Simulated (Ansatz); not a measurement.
# Si: a trial structure relaxed

The task: take a trial cell of Si to zero force and stress.

Program: Ansatz 0.2.0. Level of theory: DFT PBE, scalar-relativistic, plane waves, PAW. These are calculated values, not measurements.

1 further run of the same task is left out (it didn't finish).

## 1. The starting structure

The structure is orthorhombic, space group Imma (No. 74). The conventional cell has a = 6.265 Å, b = 8.227 Å, c = 4.404 Å, α = 90.00°, β = 90.00°, γ = 90.00°. Si (site symmetry m) is surrounded by 3 Si at 2.12 to 2.13 Å. Around Si (site symmetry 2/m) lie 4 Si at 2.13 Å.

As a file:

```
CELL_PARAMETERS angstrom
-3.13247 4.11348 2.20201
3.13247 -4.11348 2.20201
3.13247 4.11348 -2.20201
ATOMIC_POSITIONS crystal
Si 0.88246 0.80594 0.07651
Si 0.22943 0.80594 0.42349
Si 0.00000 0.50000 0.00000
Si 0.00000 0.00000 0.50000
Si 0.11754 0.19406 0.92349
Si 0.77057 0.19406 0.57651
```

Recipe of the guess: 3-, 4-connected net of one element (Imma, No. 74). Lengths come from tabulated atomic sizes and are only a guess.

## 2. A first look at the guess

Contents of input.yaml:

```yaml
crystal:
  lattice:
    - [-3.13247464, 4.11348008, 2.20201371]
    - [3.13247464, -4.11348008, 2.20201371]
    - [3.13247464, 4.11348008, -2.20201371]
  atoms:
    - { symbol: Si, position: [0.88245589, 0.80594401, 0.07651188] }
    - { symbol: Si, position: [0.22943213, 0.80594401, 0.42348812] }
    - { symbol: Si, position: [0.0, 0.5, 0.0] }
    - { symbol: Si, position: [0.0, 0.0, 0.5] }
    - { symbol: Si, position: [0.11754411, 0.19405599, 0.92348812] }
    - { symbol: Si, position: [0.77056787, 0.19405599, 0.57651188] }
basis:
  ecutwfc: 420
kpoints:
  mp_grid: { grid: [6, 6, 6] }
hamiltonian:
  xc: pbe
scf:
  occupations: { method: gaussian, width: 0.1 }
  lower_state_search: "off"
output:
  forces: true
  stress: true
  eigenvalues: true
```

The run is started by

```console
ansatz run input.yaml --threads 1 --pin off --max-ram 2560MiB --backend cpu --events-out ev --progress --plain --runs-dir out
```

Standard output:

```text
Warning: RAYON_NUM_THREADS=1 ignored (pool sized by the plan → 1); use --threads N
Engine: ansatz 0.2.0, x86_64-unknown-linux-gnu
Pseudopotentials: kind: paw
Pseudopotential: Si, paw, valence charge 4, recommended cutoff 420 eV (normal), Si.paw.azcp
Functional definition: PBE
  parameter kappa = 0.804
  parameter beta = 0.06672455060314922
  exchange = pbe_x(kappa = kappa, mu = beta*pi^2/3)
  correlation = pbe_c(beta = beta)
Crystal: 6 atoms, lattice volume = 113.495 Å³
Basis set: ecut = 420 eV, 2237 PW (Γ), exchange–correlation on 80×80×80 points (8 copies of the dense FFT grid, shifted against one another)
Bands: 18, of which v1, the nominal top of the filled ones, is band 12 counted from 1 (11 counted from 0)
Symmetry: 8 space group operations
Space group: Imma (ITA 74), of the structure as read, at distance tolerance 4.8e-5 Å
k-points: 46 of 216
Non-local potential: Si, projectors of the file, l = 0: 2, l = 1: 2, l = 2: 2
PAW form: soft (Blöchl's): semilocal exchange-correlation on the pseudo side does not see the compensation charge
PAW one-centre angular grid: Si, 110 points (default); XC on 64 Gauss nodes
Initial density: superposition of atomic densities (neutral atoms: chi_scale 0, normalization atom), corrected by the library's trained network
Initial wavefunctions: pseudopotential atomic-orbital guess
Functional: x = pbe(κ = 0.804, μ = 0.2195149727645171), c = pbe(β = 0.06672455060314922)
SCF iter   1: F=—  HF=-3807.005120 eV  |F-HF|=—  |Δ(HF+E_count)|=         —  Δρ=3.42e-3  dr2=2.25e-2  ethr=1.77e-3  ⟨swp⟩=7.1  Hψ=5637  notcnv=0
preconditioner: auto → Kerker (q_TF=auto, 2.106 Å⁻¹)  [metal: Δε(μ)=0.037 eV  Ē_g=7.811 eV  σ=0.100 eV  W_gap=0.21  n_scr=16 (ndim 8)  ℏωp=17.1 eV  f_vac=0.000  D(μ)=4.44/eV (n_scr^D=40)]
SCF iter   2: F=—  HF=-3807.002991 eV  |F-HF|=—  |Δ(HF+E_count)|=   2.13e-3  Δρ=1.91e-3  dr2=6.92e-3  ethr=9.39e-5  ⟨swp⟩=1.1  Hψ=1200  notcnv=0
SCF iter   3: F=—  HF=-3807.002433 eV  |F-HF|=—  |Δ(HF+E_count)|=   5.59e-4  Δρ=3.36e-4  dr2=2.15e-4  ethr=2.88e-5  ⟨swp⟩=2.2  Hψ=1179  notcnv=0
SCF iter   4: F=—  HF=-3807.002482 eV  |F-HF|=—  |Δ(HF+E_count)|=   4.93e-5  Δρ=1.23e-4  dr2=4.55e-5  ethr=8.95e-7  ⟨swp⟩=2.1  Hψ=1265  notcnv=0
SCF iter   5: F=—  HF=-3807.002566 eV  |F-HF|=—  |Δ(HF+E_count)|=   8.39e-5  Δρ=4.37e-5  dr2=4.09e-6  ethr=1.89e-7  ⟨swp⟩=2.8  Hψ=1314  notcnv=0
SCF iter   6: F=—  HF=-3807.002568 eV  |F-HF|=—  |Δ(HF+E_count)|=   2.54e-6  Δρ=1.25e-5  dr2=2.92e-7  ethr=1.70e-8  ⟨swp⟩=2.7  Hψ=1306  notcnv=0
SCF iter   7: F=-3807.002568 eV  HF=-3807.002568 eV  |F-HF|=8.75e-10  |Δ(HF+E_count)|=   2.01e-7  Δρ=2.79e-6  dr2=1.82e-8  ethr=4.17e-10  ⟨swp⟩=9.5  Hψ=4537  notcnv=0
SCF 1 converged in 7 iterations: F = -3807.002568 eV  dr2 = 1.82e-8
SCF converged after 7 iterations
Free energy (F): -3807.002568 eV
Harris-Foulkes:  -3807.002568 eV  (|F-HF|=8.75e-10)
Internal energy: -3806.980324 eV  (E = F + TS)
E sigma→0 (E₀):  -3806.991446 eV
Entropy (-TS):   -0.022244 eV (-3.707 meV/atom)
Fermi energy:    6.874027 eV
--- Per-component energies (eV) ---
  E_band       = 28.811974
  E_kinetic    = 261.552002
  E_local      = -246.099649  (includes V_loc(G=0)·N_el)
  E_nonlocal   = 167.285945
  E_hartree    = 75.806745
  E_xc         = -339.046059
  E_vxc        = -290.274188  (∫ρ·V_xc dr)
  E_paw        = -3077.609294  (= ΣΔE_a)
  E_vpaw       = -15.267074  (= ΣTr[D̂ρ^β])
  E_aug_tail   = 0.000040  (compensation charges beyond the density's cutoff)
  E_ewald      = -648.870055
  E_smearing   = -0.022244  (= −TS)
  E_closure    = 0.000000  (closes the sum)
  Σ components = -3807.002568   (vs F -3807.002568, Δ=0.00e0)
--- Forces (eV/Å), atoms counted from 1 ---
  atom   1  Si     0.00000000    -1.82994159    -2.29759121
  atom   2  Si     0.00000000     1.82994159    -2.29759121
  atom   3  Si     0.00000000     0.00000000     0.00000000
  atom   4  Si     0.00000000     0.00000000     0.00000000
  atom   5  Si     0.00000000     1.82994159     2.29759121
  atom   6  Si     0.00000000    -1.82994159     2.29759121
  max |Σ_I F_I| component: 8.88e-16 eV/Å
--- Stress (GPa, compression-positive) ---
       46.754611      -0.000000      -0.000000
       -0.000000      35.188197       0.000000
       -0.000000       0.000000       5.903689
  P = ⅓ Tr σ = 29.2822 GPa (292.822 kbar)
--- Band table (eV; the first three rows and the last of 46) ---
  k-point 0: bands = ["-6.6766", "-2.1873", "-1.9066", "-1.5610", "0.0487", "0.5849", "0.7161", "4.2772", "4.4459", "4.9798", "5.0465", "6.7227", "7.3475", "7.8577", "9.4903", "9.6290", "9.7469", "9.9140"]
  k-point 1: bands = ["-6.5304", "-3.2324", "-1.8945", "-0.6832", "-0.6080", "1.3084", "1.3852", "3.9483", "4.1228", "5.0502", "5.2004", "6.6748", "7.3420", "7.4970", "8.9253", "9.8077", "10.2407", "10.2940"]
  k-point 2: bands = ["-6.0948", "-4.4078", "-1.8863", "-1.2626", "0.3657", "2.1489", "2.5293", "3.2898", "4.0000", "4.5957", "5.7468", "6.6347", "7.1062", "7.7067", "7.8708", "8.0628", "10.5632", "11.1573"]
  k-point 45: bands = ["-5.3957", "-4.1083", "-3.8560", "-2.4059", "1.5967", "3.1010", "3.5622", "3.7438", "4.5433", "4.8744", "6.0707", "7.3140", "7.6726", "7.7642", "8.0351", "8.1105", "8.5856", "9.7192"]
```

Wall time 12 s (1 thread of Intel Xeon at 2.50GHz (Skylake/Cascade Lake), shared host); peak memory 0.41 GiB.

Read-out: pressure 29.3 GPa, largest force 2.94 eV/Å, gap on this mesh none (metal). A guess like this is first relaxed loosely on the coarse mesh.

## 3. Coarse relaxation

Changes to input.yaml since step 2:

```diff
@@ -25 +25,6 @@
   eigenvalues: true
+relax:
+  adjacent_minimum: "off"
+  f_tol: 0.04
+  max_steps: 70
+  cell: { stress_tol: 0.4 }
```

The run is started by

```console
ansatz run input.yaml --threads 1 --pin off --max-ram 2560MiB --backend cpu --events-out ev --progress --plain --runs-dir out
```

Standard output:

```text
Warning: RAYON_NUM_THREADS=1 ignored (pool sized by the plan → 1); use --threads N
[... 8 set-up lines as earlier in the session ...]
Crystal: 6 atoms, lattice volume = 113.495 Å³
Basis set: ecut = 420 eV, 2237 PW (Γ), exchange–correlation on 80×80×80 points (8 copies of the dense FFT grid, shifted against one another)
Bands: 18, of which v1, the nominal top of the filled ones, is band 12 counted from 1 (11 counted from 0)
[... 2 set-up lines as earlier in the session ...]
k-points: 46 of 216
[... 6 set-up lines as earlier in the session ...]
SCF iter   1: F=—  HF=-3807.005119 eV  |F-HF|=—  |Δ(HF+E_count)|=         —  Δρ=3.42e-3  dr2=2.25e-2  ethr=1.77e-3  ⟨swp⟩=7.1  Hψ=5639  notcnv=0
preconditioner: auto → Kerker (q_TF=auto, 2.106 Å⁻¹)  [metal: Δε(μ)=0.037 eV  Ē_g=7.811 eV  σ=0.100 eV  W_gap=0.21  n_scr=16 (ndim 8)  ℏωp=17.1 eV  f_vac=0.000  D(μ)=4.44/eV (n_scr^D=40)]
SCF iter   2: F=—  HF=-3807.002990 eV  |F-HF|=—  |Δ(HF+E_count)|=   2.13e-3  Δρ=1.91e-3  dr2=6.91e-3  ethr=9.40e-5  ⟨swp⟩=1.1  Hψ=1200  notcnv=0
SCF iter   3: F=—  HF=-3807.002432 eV  |F-HF|=—  |Δ(HF+E_count)|=   5.57e-4  Δρ=3.36e-4  dr2=2.14e-4  ethr=2.88e-5  ⟨swp⟩=2.2  Hψ=1179  notcnv=0
SCF iter   4: F=—  HF=-3807.002483 eV  |F-HF|=—  |Δ(HF+E_count)|=   5.09e-5  Δρ=1.22e-4  dr2=4.52e-5  ethr=8.92e-7  ⟨swp⟩=2.1  Hψ=1254  notcnv=0
SCF iter   5: F=—  HF=-3807.002566 eV  |F-HF|=—  |Δ(HF+E_count)|=   8.24e-5  Δρ=4.36e-5  dr2=4.06e-6  ethr=1.88e-7  ⟨swp⟩=2.7  Hψ=1308  notcnv=0
SCF iter   6: F=—  HF=-3807.002568 eV  |F-HF|=—  |Δ(HF+E_count)|=   2.53e-6  Δρ=1.24e-5  dr2=2.87e-7  ethr=1.69e-8  ⟨swp⟩=2.6  Hψ=1307  notcnv=0
SCF iter   7: F=-3807.002568 eV  HF=-3807.002568 eV  |F-HF|=8.53e-10  |Δ(HF+E_count)|=   1.99e-7  Δρ=2.78e-6  dr2=1.81e-8  ethr=4.17e-10  ⟨swp⟩=9.5  Hψ=4523  notcnv=0
SCF 1 converged in 7 iterations: F = -3807.002568 eV  dr2 = 1.81e-8
relax step   1: F+E_penalty+E_count = -3807.00256849 eV  Δ(F+E_penalty+E_count) = +0.000e0 eV  max|allowed force component| = 2.298e0 eV/Å  Δτ_max = 0.0000 Å  P = +29.282 GPa  Ω = 113.495 Å³  (7 SCF iters, dr2 threshold 1.00e-7 eV, accepted)
Crystal: 6 atoms, lattice volume = 121.742 Å³
Basis set: ecut = 420 eV, 2371 PW (Γ), exchange–correlation on 80×80×80 points (8 copies of the dense FFT grid, shifted against one another)
Initial density: handed on by an earlier stage of this run
Initial wavefunctions: those handed on with the density
iter 1 solved again at ethr=7.60e-4 eV; its pass at ethr=3.10e-3 eV (dr2=1.82e-1 eV) is discarded
SCF iter   1: F=—  HF=-3809.468377 eV  |F-HF|=—  |Δ(HF+E_count)|=         —  Δρ=9.08e-3  dr2=1.84e-1  ethr=7.60e-4  ⟨swp⟩=1.0  Hψ=6046  notcnv=0
preconditioner: auto → Kerker (q_TF=auto, 2.081 Å⁻¹)  [metal: Δε(μ)=0.042 eV  Ē_g=7.450 eV  σ=0.100 eV  W_gap=0.23  n_scr=16 (ndim 8)  ℏωp=16.5 eV  f_vac=0.000  D(μ)=3.50/eV (n_scr^D=24)]
SCF iter   2: F=—  HF=-3809.420980 eV  |F-HF|=—  |Δ(HF+E_count)|=   4.74e-2  Δρ=5.13e-3  dr2=6.15e-2  ethr=7.60e-4  ⟨swp⟩=1.0  Hψ=828  notcnv=0
SCF iter   3: F=—  HF=-3809.400990 eV  |F-HF|=—  |Δ(HF+E_count)|=   2.00e-2  Δρ=8.89e-4  dr2=1.23e-3  ethr=2.56e-4  ⟨swp⟩=2.9  Hψ=1396  notcnv=0
SCF iter   4: F=—  HF=-3809.401383 eV  |F-HF|=—  |Δ(HF+E_count)|=   3.93e-4  Δρ=2.20e-4  dr2=1.58e-4  ethr=5.11e-6  ⟨swp⟩=2.6  Hψ=1391  notcnv=0
SCF iter   5: F=—  HF=-3809.401362 eV  |F-HF|=—  |Δ(HF+E_count)|=   2.11e-5  Δρ=7.52e-5  dr2=1.10e-5  ethr=6.60e-7  ⟨swp⟩=2.8  Hψ=1394  notcnv=0
SCF iter   6: F=—  HF=-3809.401374 eV  |F-HF|=—  |Δ(HF+E_count)|=   1.18e-5  Δρ=1.71e-5  dr2=8.52e-7  ethr=4.59e-8  ⟨swp⟩=2.4  Hψ=1354  notcnv=0
SCF iter   7: F=-3809.401374 eV  HF=-3809.401374 eV  |F-HF|=3.40e-8  |Δ(HF+E_count)|=   3.38e-7  Δρ=5.82e-6  dr2=7.24e-8  ethr=2.50e-9  ⟨swp⟩=6.3  Hψ=4192  notcnv=0
SCF 2 converged in 7 iterations: F = -3809.401374 eV  dr2 = 7.24e-8
relax step   2: F+E_penalty+E_count = -3809.40137395 eV  Δ(F+E_penalty+E_count) = -2.399e0 eV  max|allowed force component| = 1.925e0 eV/Å  Δτ_max = 0.0693 Å  P = +13.857 GPa  Ω = 121.742 Å³  energy of the carried Pulay correction = -1.306e-3 eV  (7 SCF iters, dr2 threshold 6.00e-7 eV, accepted)
Crystal: 6 atoms, lattice volume = 124.993 Å³
Basis set: ecut = 420 eV, 2431 PW (Γ), exchange–correlation on 80×80×80 points (8 copies of the dense FFT grid, shifted against one another)
iter 1 solved again at ethr=6.62e-4 eV; its pass at ethr=3.10e-3 eV (dr2=1.59e-1 eV) is discarded
SCF iter   1: F=—  HF=-3811.086121 eV  |F-HF|=—  |Δ(HF+E_count)|=         —  Δρ=9.91e-3  dr2=1.65e-1  ethr=6.62e-4  ⟨swp⟩=1.0  Hψ=6313  notcnv=0
preconditioner: auto → Kerker (q_TF=auto, 2.072 Å⁻¹)  [metal: Δε(μ)=0.005 eV  Ē_g=7.319 eV  σ=0.100 eV  W_gap=0.03  n_scr=16 (ndim 8)  ℏωp=16.3 eV  f_vac=0.000  D(μ)=4.01/eV (n_scr^D=32)]
SCF iter   2: F=—  HF=-3811.050985 eV  |F-HF|=—  |Δ(HF+E_count)|=   3.51e-2  Δρ=5.70e-3  dr2=5.35e-2  ethr=6.62e-4  ⟨swp⟩=1.0  Hψ=828  notcnv=0
SCF iter   3: F=—  HF=-3811.036615 eV  |F-HF|=—  |Δ(HF+E_count)|=   1.44e-2  Δρ=6.02e-4  dr2=5.29e-4  ethr=2.23e-4  ⟨swp⟩=2.7  Hψ=1354  notcnv=0
SCF iter   4: F=—  HF=-3811.036634 eV  |F-HF|=—  |Δ(HF+E_count)|=   1.88e-5  Δρ=1.41e-4  dr2=5.51e-5  ethr=2.20e-6  ⟨swp⟩=2.5  Hψ=1372  notcnv=0
SCF iter   5: F=—  HF=-3811.036653 eV  |F-HF|=—  |Δ(HF+E_count)|=   1.90e-5  Δρ=4.80e-5  dr2=4.45e-6  ethr=2.29e-7  ⟨swp⟩=2.8  Hψ=1392  notcnv=0
SCF iter   6: F=-3811.036656 eV  HF=-3811.036656 eV  |F-HF|=8.44e-8  |Δ(HF+E_count)|=   3.47e-6  Δρ=9.75e-6  dr2=2.39e-7  ethr=2.50e-9  ⟨swp⟩=7.5  Hψ=4512  notcnv=0
the search or the solves at the SCF's close seem to have found levels that the self-consistency loop had missed (the run counts 1). By its estimate they hold under 1e-12 electrons; where the run keeps them, the occupations were computed again with them
SCF 3 converged in 6 iterations: F = -3811.036656 eV  dr2 = 2.39e-7
relax step   3: F+E_penalty+E_count = -3811.03665606 eV  Δ(F+E_penalty+E_count) = -1.635e0 eV  max|allowed force component| = 8.183e-1 eV/Å  Δτ_max = 0.1344 Å  P = +4.338 GPa  Ω = 124.993 Å³  energy of the carried Pulay correction = -1.796e-3 eV  (6 SCF iters, dr2 threshold 6.00e-7 eV, accepted)
[... 11 lines left out ...]
relax step   4: F+E_penalty+E_count = -3811.59829553 eV  Δ(F+E_penalty+E_count) = -5.616e-1 eV  max|allowed force component| = 2.265e-1 eV/Å  Δτ_max = 0.0702 Å  P = +1.984 GPa  Ω = 124.875 Å³  energy of the carried Pulay correction = -1.779e-3 eV  (6 SCF iters, dr2 threshold 6.00e-7 eV, accepted)
[... 10 lines left out ...]
relax step   5: F+E_penalty+E_count = -3811.93961683 eV  Δ(F+E_penalty+E_count) = -3.413e-1 eV  max|allowed force component| = 1.544e-1 eV/Å  Δτ_max = 0.0437 Å  P = +0.297 GPa  Ω = 124.841 Å³  energy of the carried Pulay correction = -1.774e-3 eV  (5 SCF iters, dr2 threshold 6.00e-7 eV, accepted)
[... 10 lines left out ...]
relax step   6: F+E_penalty+E_count = -3811.99961380 eV  Δ(F+E_penalty+E_count) = -6.000e-2 eV  max|allowed force component| = 8.869e-2 eV/Å  Δτ_max = 0.0183 Å  P = -1.031 GPa  Ω = 124.267 Å³  energy of the carried Pulay correction = -1.688e-3 eV  (5 SCF iters, dr2 threshold 6.00e-7 eV, accepted)
[... 10 lines left out ...]
relax step   7: F+E_penalty+E_count = -3812.01207438 eV  Δ(F+E_penalty+E_count) = -1.246e-2 eV  max|allowed force component| = 3.014e-2 eV/Å  Δτ_max = 0.0012 Å  P = +0.084 GPa  Ω = 123.059 Å³  energy of the carried Pulay correction = -1.506e-3 eV  (5 SCF iters, dr2 threshold 6.00e-7 eV, accepted)
[... 10 lines left out ...]
relax step   8: F+E_penalty+E_count = -3812.03404251 eV  Δ(F+E_penalty+E_count) = -2.197e-2 eV  max|allowed force component| = 3.325e-2 eV/Å  Δτ_max = 0.0000 Å  P = +0.250 GPa  Ω = 123.059 Å³  stress off target by 4.92e-1 GPa  SCF on the basis re-selected at this cell (its energy is not comparable with the rows above)  (5 SCF iters)
[... 10 lines left out ...]
relax step   9: F+E_penalty+E_count = -3812.03492478 eV  Δ(F+E_penalty+E_count) = -8.823e-4 eV  max|allowed force component| = 1.170e-2 eV/Å  Δτ_max = 0.0025 Å  P = +0.012 GPa  Ω = 123.274 Å³  energy of the carried Pulay correction = -2.345e-5 eV  (4 SCF iters, dr2 threshold 6.00e-7 eV, accepted)
iter 1 solved again at ethr=1.95e-7 eV; its pass at ethr=3.10e-3 eV (dr2=4.68e-5 eV) is discarded
SCF iter   1: F=—  HF=-3812.034957 eV  |F-HF|=—  |Δ(HF+E_count)|=         —  Δρ=6.87e-6  dr2=4.72e-8  ethr=1.95e-7  ⟨swp⟩=3.0  Hψ=7453  notcnv=0
preconditioner: auto → Kerker (q_TF=auto, 2.077 Å⁻¹)  [metal: Δε(μ)=0.027 eV  Ē_g=7.336 eV  σ=0.100 eV  W_gap=0.15  n_scr=16 (ndim 8)  ℏωp=16.4 eV  f_vac=0.000  D(μ)=2.54/eV (n_scr^D=16)]
SCF iter   2: F=—  HF=-3812.034951 eV  |F-HF|=—  |Δ(HF+E_count)|=   6.11e-6  Δρ=4.13e-6  dr2=1.72e-8  ethr=1.97e-10  ⟨swp⟩=2.1  Hψ=1335  notcnv=0
SCF iter   3: F=-3812.034951 eV  HF=-3812.034951 eV  |F-HF|=5.32e-10  |Δ(HF+E_count)|=   3.37e-8  Δρ=4.72e-7  dr2=3.83e-10  ethr=1.60e-11  ⟨swp⟩=4.3  Hψ=4170  notcnv=0
SCF 10 converged in 3 iterations: F = -3812.034951 eV  dr2 = 3.83e-10
relax step  10: F+E_penalty+E_count = -3812.03495137 eV  Δ(F+E_penalty+E_count) = -2.659e-5 eV  max|allowed force component| = 1.165e-2 eV/Å  Δτ_max = 0.0000 Å  P = +0.012 GPa  Ω = 123.274 Å³  stress off target by 7.19e-2 GPa  SCF on the basis re-selected at this cell (its energy is not comparable with the rows above)  (3 SCF iters)
basis re-selected at this cell: Δ(F+E_penalty+E_count) = -2.659e-5 eV, ΔP = +0.000 GPa vs the last step (what re-selecting the basis moved, of the pressure what is left beyond the Pulay correction that the steps carried, after the strain that the cell walked since its last selection, with what the two solves' SCF thresholds leave and, on support functions, any second-order correction that the steps lacked; it is no measure of the basis error at this ecutwfc). This SCF's stress stands 7.19e-2 GPa from its target on what of the cell is left free (relax.cell.stress_tol is 4.00e-1 GPa) and its largest allowed force component is 1.16e-2 eV/Å (relax.f_tol is 4.00e-2 eV/Å): within both
SCF converged after 3 iterations
Free energy (F): -3812.034951 eV
Harris-Foulkes:  -3812.034951 eV  (|F-HF|=5.32e-10)
Internal energy: -3812.022232 eV  (E = F + TS)
E sigma→0 (E₀):  -3812.028592 eV
Entropy (-TS):   -0.012719 eV (-2.120 meV/atom)
Fermi energy:    6.067011 eV
--- Per-component energies (eV) ---
  E_band       = 23.426993
  E_kinetic    = 237.635131
  E_local      = -168.003127  (includes V_loc(G=0)·N_el)
  E_nonlocal   = 155.323336
  E_hartree    = 44.934687
  E_xc         = -329.301706
  E_vxc        = -277.910201  (∫ρ·V_xc dr)
  E_paw        = -3075.233820  (= ΣΔE_a)
  E_vpaw       = -13.487734  (= ΣTr[D̂ρ^β])
  E_aug_tail   = 0.000039  (compensation charges beyond the density's cutoff)
  E_ewald      = -677.376772
  E_smearing   = -0.012719  (= −TS)
  E_closure    = -0.000000  (closes the sum)
  Σ components = -3812.034951   (vs F -3812.034951, Δ=0.00e0)
--- Forces (eV/Å), atoms counted from 1 ---
  atom   1  Si     0.00000000     0.01164856    -0.00181007
  atom   2  Si     0.00000000    -0.01164856    -0.00181007
  atom   3  Si     0.00000000     0.00000000    -0.00000000
  atom   4  Si     0.00000000     0.00000000    -0.00000000
  atom   5  Si     0.00000000    -0.01164856     0.00181007
  atom   6  Si     0.00000000     0.01164856     0.00181007
  max |Σ_I F_I| component: 1.73e-18 eV/Å
--- Stress (GPa, compression-positive) ---
        0.071896       0.000000       0.000000
        0.000000      -0.049232       0.000000
        0.000000       0.000000       0.014368
  P = ⅓ Tr σ = 0.0123 GPa (0.123 kbar)
--- Band table (eV; the first three rows and the last of 46) ---
  k-point 0: bands = ["-6.0321", "-3.2767", "-1.8479", "-1.6894", "-0.1625", "0.2548", "0.7187", "3.9079", "4.8577", "5.1160", "6.4469", "7.1903", "7.9244", "8.0235", "8.4142", "9.0618", "9.1585", "10.2540"]
  k-point 1: bands = ["-5.9184", "-3.5675", "-2.3998", "-0.8634", "-0.8186", "1.0497", "1.1151", "3.4106", "4.7989", "5.0305", "6.6835", "7.2910", "7.8335", "8.0952", "8.1793", "8.4429", "8.8572", "10.1138"]
  k-point 2: bands = ["-5.5804", "-4.3066", "-2.3960", "-1.5658", "0.0333", "1.5255", "2.2365", "3.0882", "4.7237", "4.8620", "5.9618", "6.1252", "7.2639", "8.3112", "8.3387", "8.5425", "9.4821", "9.9743"]
  k-point 45: bands = ["-4.4704", "-4.4472", "-4.2097", "-2.4790", "1.9646", "2.4852", "3.2692", "4.0312", "4.9124", "5.1881", "5.5042", "5.5934", "5.9265", "7.1732", "7.5776", "8.4959", "9.2155", "9.4818"]
--- Relaxed structure (8 steps of the walk, 8 accepted, 2 SCFs on fresh bases) ---
  F+E_penalty+E_count = -3812.03495137 eV   max|allowed force component| = 1.165e-2 eV/Å   (the final SCF, on the basis selected at the relaxed cell)
  cell:  # Å, volume = 123.2742 Å³
    - [-3.6113182698178177, 4.6294787117579235, 1.8433784709106167]
    - [3.6113182698178177, -4.6294787117579235, 1.8433784709106167]
    - [3.6113182698178177, 4.6294787117579235, -1.8433784709106167]
  atoms:
    - { symbol: Si, position: [0.8285103767144955, 0.7500231921130667, 0.07848718460142876] }
    - { symbol: Si, position: [0.17153600751163772, 0.7500231921130667, 0.42151281539857127] }
    - { symbol: Si, position: [0.0, 0.5, 0.0] }
    - { symbol: Si, position: [0.0, 0.0, 0.5] }
    - { symbol: Si, position: [0.1714896232855046, 0.24997680788693344, 0.9215128153985712] }
    - { symbol: Si, position: [0.8284639924883622, 0.24997680788693358, 0.5784871846014287] }
```

It took 2.1 min on 1 thread of Intel Xeon at 2.50GHz (Skylake/Cascade Lake), shared host; peak memory 0.47 GiB.

Step by step:

| step | energy from step 1 (eV/cell) | largest force component (eV/Å) | pressure (GPa) | volume (Å³) |
| --- | --- | --- | --- | --- |
| 1 | 0.0000 | 2.2976 | 29.28 | 113.50 |
| 2 | -2.3988 | 1.9249 | 13.86 | 121.74 |
| 3 | -4.0341 | 0.8183 | 4.34 | 124.99 |
| 4 | -4.5957 | 0.2265 | 1.98 | 124.87 |
| 5 | -4.9370 | 0.1544 | 0.30 | 124.84 |
| 6 | -4.9970 | 0.0887 | -1.03 | 124.27 |
| 7 | -5.0095 | 0.0301 | 0.08 | 123.06 |
| 8 | -5.0315 | 0.0332 | 0.25 | 123.06 |
| 9 | -5.0324 | 0.0117 | 0.01 | 123.27 |
| 10 | -5.0324 | 0.0116 | 0.01 | 123.27 |

Step 1 is the start. Steps 8, 10 each repeat the geometry before them on a plane-wave basis chosen anew, so the energy can jump there without any move.

Lengths and angles in the start's conventional setting:

|  | before | after | change |
| --- | --- | --- | --- |
| a (Å) | 6.265 | 7.223 | +15.3 % |
| b (Å) | 8.227 | 9.259 | +12.5 % |
| c (Å) | 4.404 | 3.687 | -16.3 % |
| volume (Å³/atom) | 18.92 | 20.55 | +8.6 % |
| shortest distance (Å) | 2.123 | 2.347 | +10.6 % |
| space group (0.01 Å) | Imma | Cmmm | changed |

(Part 1 of 2 ends here.)
